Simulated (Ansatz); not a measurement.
`CC(Cl)CF` + `CCCS` → `CCCSC` + `FCCCl`  (substitution at a C–C bond)

Gas-phase electronic energies from Ansatz, PBE0-D4/def2-TZVP geometries. CCSD(T)/CBS adds triple-zeta CCSD(T) − MP2 to the extrapolated MP2 energy (def2 sets, frozen cores). This one scheme is used for every species. DFT in def2-TZVPP. One conformer a species, not always the lowest.

| level | ΔE (eV) |
| --- | --- |
| ωB97X-V | 0.19 |
| PBE | 0.16 |
| CCSD(T)/def2-TZVPP | 0.22 |
| MP2/CBS(def2) | 0.19 |

Task: What does CCSD(T)/CBS give? (An estimate is asked.)

Result: Computed: +0.20 eV. The listed levels differ from it by -0.01, -0.04, 0.02, -0.01 eV.

Largest T1 diagnostic among the species: 0.010.

CCSD(T)/CBS has its own doubt, a few kJ/mol and more with outer-core shells, so smaller differences from it don't rank the levels.
